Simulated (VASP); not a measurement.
**SrTiO3 in VASP: one cell, several levels of theory**

Aim: gap, levels, forces and stress of SrTiO3 in the cubic perovskite structure at fixed geometry. Runs: PBE, r2SCAN. The results are then set beside those of Ansatz 0.2.0 for the same cell.

Code: VASP 6.6.1. PAW datasets, plane waves. Calculated at 0 K for a non-magnetic cell.

### 1 Starting point

The cell comes from an earlier relaxation with r2SCAN in another program.

The symmetry is Pm-3m (No. 221, cubic); a = 3.907 Å in the conventional setting, 11.93 Å³ an atom. Around Sr lie 12 O at 2.76 Å; around Ti lie 6 O at 1.95 Å; around O lie 2 Ti at 1.95 Å and 4 Sr at 2.76 Å.

Coordinates:

```
CELL_PARAMETERS angstrom
3.90685 0.00000 0.00000
0.00000 3.90685 0.00000
0.00000 0.00000 3.90685
ATOMIC_POSITIONS crystal
Sr 0.00000 0.00000 0.00000
Ti 0.50000 0.50000 0.50000
O 0.50000 0.50000 0.00000
O 0.50000 0.00000 0.50000
O 0.00000 0.50000 0.50000
```

### 2 Single point with PBE

Input file INCAR:

```
ENCUT = 520.000000
SIGMA = 0.020000
EDIFF = 1.00e-07
GGA = PE
PREC = Accurate
IBRION = -1
ISIF = 2
ISMEAR = -1
NBANDS = 28
NELM = 120
NSW = 0
LASPH = .TRUE.
LCHARG = .FALSE.
LWAVE = .FALSE.
LREAL = .FALSE.
```

Input file KPOINTS:

```
KPOINTS created by Atomic Simulation Environment
0
Gamma
6 6 6
0 0 0
```

Input file KPOINTS_OPT:

```
special points
4
Reciprocal
0.0000000000 0.0000000000 0.0000000000 1
0.0000000000 0.5000000000 0.0000000000 1
0.5000000000 0.5000000000 0.0000000000 1
0.5000000000 0.5000000000 0.5000000000 1
```

Input file POSCAR:

```
Sr Ti O
 1.0000000000000000
     3.9068515015636387    0.0000000000000000    0.0000000000000000
     0.0000000000000000    3.9068515015636387    0.0000000000000000
     0.0000000000000000    0.0000000000000000    3.9068515015636387
 Sr  Ti  O
   1   1   3
Cartesian
  0.0000000000000000 -0.0000000000000000  0.0000000000000000
  1.9534257507818193  1.9534257507818193  1.9534257507818193
  1.9534257507818193  1.9534257507818193 -0.0000000000000000
  1.9534257507818193  0.0000000000000000  1.9534257507818193
  0.0000000000000000  1.9534257507818193  1.9534257507818193
```

Potentials: the recommended PBE PAW datasets, 40 valence electrons in the neutral cell.

The run is started by

```bash
> mpirun -np 1 vasp_std
```

Standard output, without the iteration lines:

```text
POSCAR found type information on POSCAR SrTiO
 POSCAR found :  3 types and       5 ions
 LDA part: xc-table for (Slater+PW92), standard interpolation
 POSCAR, INCAR and KPOINTS ok, starting setup
 FFT: planning ... GRIDC
 FFT: planning ... GRID_SOFT
 FFT: planning ... GRID
 WAVECAR not read
 entering main loop
 Start KPOINTS_OPT (optional k-point list driver)
k-point batch [1-4\4]
```

OSZICAR:

```text
N       E                     dE             d eps       ncg     rms          rms(c)
DAV:   1     0.437791704635E+03    0.43779E+03   -0.21697E+04  1120   0.159E+03
DAV:   2    -0.539788698240E+00   -0.43833E+03   -0.41660E+03  1252   0.441E+02
DAV:   3    -0.477995755490E+02   -0.47260E+02   -0.46783E+02  1488   0.140E+02
DAV:   4    -0.503002413054E+02   -0.25007E+01   -0.24951E+01  1704   0.273E+01
DAV:   5    -0.503709835505E+02   -0.70742E-01   -0.70724E-01  1528   0.391E+00    0.266E+01
DAV:   6    -0.401484101829E+02    0.10223E+02   -0.52560E+01  1568   0.645E+01    0.147E+01
DAV:   7    -0.401585436182E+02   -0.10133E-01   -0.75116E+00  1488   0.208E+01    0.109E+01
DAV:   8    -0.401415472792E+02    0.16996E-01   -0.13713E+00  1356   0.123E+01    0.287E+00
DAV:   9    -0.400903635039E+02    0.51184E-01   -0.32095E-01  1452   0.516E+00    0.117E+00
DAV:  10    -0.400843451036E+02    0.60184E-02   -0.93751E-02  1384   0.216E+00    0.694E-01
DAV:  11    -0.400786452840E+02    0.56998E-02   -0.23473E-02  1744   0.142E+00    0.138E-01
DAV:  12    -0.400786648898E+02   -0.19606E-04   -0.13948E-03  1380   0.383E-01    0.120E-01
DAV:  13    -0.400786425558E+02    0.22334E-04   -0.37181E-04  1624   0.144E-01    0.373E-02
DAV:  14    -0.400786506398E+02   -0.80840E-05   -0.10223E-04  1440   0.573E-02    0.282E-02
DAV:  15    -0.400786446736E+02    0.59662E-05   -0.30198E-05  1576   0.509E-02    0.126E-02
DAV:  16    -0.400786444870E+02    0.18656E-06   -0.66635E-06  1296   0.284E-02    0.233E-03
DAV:  17    -0.400786445707E+02   -0.83656E-07   -0.44840E-07  1384   0.490E-03
   1 F= -.40078645E+02 E0= -.40078645E+02  d E =-.869514E-13
       N       E                     dE             ncg
DAV:   1     0.115306870024E+04   -0.40426E+04      224
DAV:   2    -0.379390663595E+03   -0.15325E+04      240
DAV:   3    -0.560061793406E+03   -0.18067E+03      340
DAV:   4    -0.568428388205E+03   -0.83666E+01      288
DAV:   5    -0.568751559902E+03   -0.32317E+00      296
DAV:   6    -0.568757851940E+03   -0.62920E-02      308
DAV:   7    -0.568757921963E+03   -0.70023E-04      304
DAV:   8    -0.568757922843E+03   -0.88031E-06      272
DAV:   9    -0.568757922855E+03   -0.11668E-07      192
```

The lines after F= are the extra pass for the points of KPOINTS_OPT, at fixed density; their E is not a total energy.

From OUTCAR:

```text
k-points           NKPTS =     20   k-points in BZ     NKDIM =     20   number of bands    NBANDS=     28

   NELECT =      40.0000    total number of electrons

   dimension x,y,z NGX =    30 NGY =   30 NGZ =   30
   dimension x,y,z NGXF=    60 NGYF=   60 NGZF=   60

  energy-cutoff  :      520.00
  volume of cell :       59.63
      direct lattice vectors                 reciprocal lattice vectors
     3.906851502  0.000000000  0.000000000     0.255960586  0.000000000  0.000000000
     0.000000000  3.906851502  0.000000000     0.000000000  0.255960586  0.000000000
     0.000000000  0.000000000  3.906851502     0.000000000  0.000000000  0.255960586

 k-points in reciprocal lattice and weights: KPOINTS created by Atomic Simulation Env
   0.00000000  0.00000000  0.00000000       0.005
   0.16666667  0.00000000  0.00000000       0.028
   0.33333333  0.00000000  0.00000000       0.028
   0.50000000  0.00000000  0.00000000       0.014
   0.16666667  0.16666667  0.00000000       0.056
   0.33333333  0.16666667  0.00000000       0.111
   0.50000000  0.16666667  0.00000000       0.056
   0.33333333  0.33333333  0.00000000       0.056
[... 12 more k-points ...]

 E-fermi :   4.6826

 k-point     1 :       0.0000    0.0000    0.0000
  band No.  band energies     occupation
      1     -52.3178      2.00000
      2     -28.6406      2.00000
      3     -28.5630      2.00000
      4     -28.5630      2.00000
      5     -28.5630      2.00000
      6     -13.2693      2.00000
      7     -12.2865      2.00000
      8     -12.2865      2.00000
      9     -10.6321      2.00000
     10     -10.6321      2.00000
     11     -10.6321      2.00000
     12       1.3319      2.00000
     13       1.3319      2.00000
     14       1.3319      2.00000
     15       2.9868      2.00000
     16       2.9868      2.00000
     17       2.9868      2.00000
     18       3.7976      2.00000
     19       3.7976      2.00000
     20       3.7976      2.00000
     21       6.0064      0.00000
     22       6.0064      0.00000
     23       6.0064      0.00000
     24       8.4482      0.00000
     25       8.4483      0.00000
     26       9.5547      0.00000
     27       9.5547      0.00000
     28      10.3530      0.00000

 k-point     2 :       0.1667    0.0000    0.0000
  band No.  band energies     occupation
      1     -52.3174      2.00000
      2     -28.6705      2.00000
      3     -28.5623      2.00000
      4     -28.5623      2.00000
      5     -28.5451      2.00000
      6     -13.2880      2.00000
      7     -12.2821      2.00000
      8     -12.2769      2.00000
      9     -10.6205      2.00000
     10     -10.6205      2.00000
     11     -10.4569      2.00000
     12       0.9807      2.00000
     13       1.3144      2.00000
     14       1.3144      2.00000
     15       2.6475      2.00000
     16       2.6475      2.00000
     17       2.7554      2.00000
     18       3.0432      2.00000
     19       3.6493      2.00000
     20       3.6493      2.00000
     21       6.0471      0.00000
     22       6.5785      0.00000
     23       6.5785      0.00000
     24       8.4539      0.00000
     25       9.1913      0.00000
     26       9.9963      0.00000
     27      10.0247      0.00000
     28      11.0018      0.00000

 k-point     3 :       0.3333    0.0000    0.0000
  band No.  band energies     occupation
      1     -52.3166      2.00000
      2     -28.7171      2.00000
      3     -28.5609      2.00000
      4     -28.5609      2.00000
      5     -28.5217      2.00000
      6     -13.4116      2.00000
      7     -12.2566      2.00000
      8     -12.1053      2.00000
      9     -10.5972      2.00000
     10     -10.5972      2.00000
     11     -10.1695      2.00000
     12       0.2327      2.00000
     13       1.2967      2.00000
     14       1.2967      2.00000
     15       2.0401      2.00000
     16       2.0731      2.00000
     17       2.0731      2.00000
     18       2.3519      2.00000
     19       3.4842      2.00000
     20       3.4842      2.00000
     21       6.1317      0.00000
     22       7.5062      0.00000
     23       7.5062      0.00000
     24       8.4607      0.00000
     25      10.2314      0.00000
     26      10.9664      0.00000
     27      11.0021      0.00000
     28      12.2580      0.00000

 k-point     4 :       0.5000    0.0000    0.0000
  band No.  band energies     occupation
      1     -52.3163      2.00000
      2     -28.7380      2.00000
      3     -28.5602      2.00000
      4     -28.5602      2.00000
      5     -28.5123      2.00000
      6     -13.4932      2.00000
      7     -12.2464      2.00000
      8     -11.9659      2.00000
      9     -10.5854      2.00000
     10     -10.5854      2.00000
     11     -10.0475      2.00000
     12      -0.1636      2.00000
     13       1.3115      2.00000
     14       1.3115      2.00000
     15       1.6763      2.00000
     16       1.8052      2.00000
     17       1.8052      2.00000
     18       2.1721      2.00000
     19       3.4225      2.00000
     20       3.4225      2.00000
     21       6.1756      0.00000
     22       7.9260      0.00000
     23       7.9260      0.00000
     24       8.4633      0.00000
     25      10.6597      0.00000
     26      11.4522      0.00000
     27      11.5701      0.00000
     28      12.1679      0.00000

 k-point     5 :       0.1667    0.1667    0.0000
  band No.  band energies     occupation
      1     -52.3170      2.00000
      2     -28.6782      2.00000
      3     -28.5803      2.00000
      4     -28.5616      2.00000
      5     -28.5310      2.00000
      6     -13.2542      2.00000
      7     -12.3291      2.00000
      8     -12.2478      2.00000
      9     -10.6084      2.00000
     10     -10.5249      2.00000
     11     -10.4071      2.00000
     12       0.7808      2.00000
     13       1.1395      2.00000
     14       1.2999      2.00000
     15       1.9644      2.00000
     16       2.4036      2.00000
     17       2.8612      2.00000
     18       2.9722      2.00000
     19       3.3196      2.00000
     20       3.4211      2.00000
     21       6.5399      0.00000
     22       6.6646      0.00000
     23       6.8672      0.00000
     24       8.8164      0.00000
     25       9.6256      0.00000
     26      10.3962      0.00000
     27      10.4464      0.00000
     28      11.3996      0.00000

 k-point     6 :       0.3333    0.1667    0.0000
  band No.  band energies     occupation
      1     -52.3163      2.00000
      2     -28.7046      2.00000
      3     -28.5832      2.00000
      4     -28.5602      2.00000
      5     -28.5243      2.00000
      6     -13.2883      2.00000
      7     -12.2766      2.00000
      8     -12.1687      2.00000
      9     -10.5838      2.00000
     10     -10.4846      2.00000
     11     -10.2047      2.00000
     12       0.1837      2.00000
     13       0.8643      2.00000
     14       1.2506      2.00000
     15       1.2880      2.00000
     16       1.9229      2.00000
     17       2.2896      2.00000
     18       2.9307      2.00000
     19       3.1736      2.00000
     20       3.1826      2.00000
     21       6.6516      0.00000
     22       7.5161      0.00000
     23       7.5738      0.00000
     24       8.9306      0.00000
     25      10.6208      0.00000
     26      11.2121      0.00000
     27      11.4474      0.00000
     28      12.4628      0.00000

 k-point     7 :       0.5000    0.1667    0.0000
  band No.  band energies     occupation
      1     -52.3159      2.00000
      2     -28.7207      2.00000
      3     -28.5782      2.00000
      4     -28.5595      2.00000
      5     -28.5245      2.00000
      6     -13.3421      2.00000
      7     -12.2177      2.00000
      8     -12.1011      2.00000
      9     -10.5714      2.00000
     10     -10.4743      2.00000
     11     -10.1083      2.00000
     12      -0.1792      2.00000
     13       0.6451      2.00000
     14       1.0804      2.00000
     15       1.3112      2.00000
     16       1.6731      2.00000
     17       2.1133      2.00000
     18       2.9248      2.00000
     19       3.0596      2.00000
     20       3.0906      2.00000
     21       6.6834      0.00000
     22       7.9269      0.00000
     23       7.9604      0.00000
     24       8.9433      0.00000
     25      11.0441      0.00000
     26      11.6885      0.00000
     27      12.0152      0.00000
     28      12.5238      0.00000

[... the tables of k-points 8 to 20 left out ...]

  Total        1.7523766      1.7523766      1.7523766     -0.0000000      0.0000000      0.0000000
  in kB       47.0822613     47.0822613     47.0822613     -0.0000000      0.0000000      0.0000000
  external PRESSURE =      47.0822613 kB  Pullay stress =       0.0000000 kB

 POSITION                                       TOTAL-FORCE (eV/Angst)
 -----------------------------------------------------------------------------------
      0.00000      0.00000      0.00000         0.000000      0.000000      0.000000
      1.95343      1.95343      1.95343         0.000000      0.000000      0.000000
      1.95343      1.95343      0.00000         0.000000      0.000000      0.000000
      1.95343      0.00000      1.95343         0.000000      0.000000      0.000000
      0.00000      1.95343      1.95343         0.000000      0.000000      0.000000
 -----------------------------------------------------------------------------------
    total drift:                                0.000000      0.000000     -0.000000

  FREE ENERGIE OF THE ION-ELECTRON SYSTEM (eV)
  ---------------------------------------------------
  free  energy   TOTEN  =       -40.0786445707 eV

  energy  without entropy=      -40.0786445707  energy(sigma->0) =      -40.07864457
```

Hardware: 1 MPI rank of Intel Xeon Platinum 8488C, shared host.

The levels at the points of KPOINTS_OPT are read from vasprun.xml.

Band energies at the special points (eV, zero at the top of v, the last band that the electrons fill by count):

```tsv
point	v−1	v	c	c+1
Γ	-0.36	-0.36	1.85	1.85
X	-0.73	-0.73	2.02	3.77
M	-1.57	-0.09	3.78	3.78
R	0.00	0.00	4.45	4.45
```

Gap with PBE: 1.85 eV, valence top at R, conduction bottom at Γ. Least direct gap: 2.21 eV. Pressure: 4.71 GPa; the forces vanish within 0.01 eV/Å.

(Part 1 of 2 ends here.)
